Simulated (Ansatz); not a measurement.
V (omega (AlB2-type)): energy against volume

Method: DFT, RPBE, plane waves (420 eV) with PAW, scalar-relativistic (Ansatz). The PAW files were generated under PBE, with cores re-solved for the functional.

The cell is scaled uniformly from the relaxed one, with fractional coordinates and shape fixed. Energies are extrapolated to zero smearing, pressures are those at the given smearing. Magnetic state: spin not included.

A Birch-Murnaghan fit gives V₀ = 13.98 Å³/atom, B₀ = 165 GPa, B₀′ = 3.9.

What are the energy above the minimum and the pressure at 13.458 Å³/atom?

10.6 meV/atom and 7.08 GPa as computed.

What are the energy above the minimum and the pressure at 15.140 Å³/atom?

43.7 meV/atom and -10.95 GPa as computed.

What are the energy above the minimum and the pressure at 15.701 Å³/atom?

90.3 meV/atom and -14.94 GPa as computed.
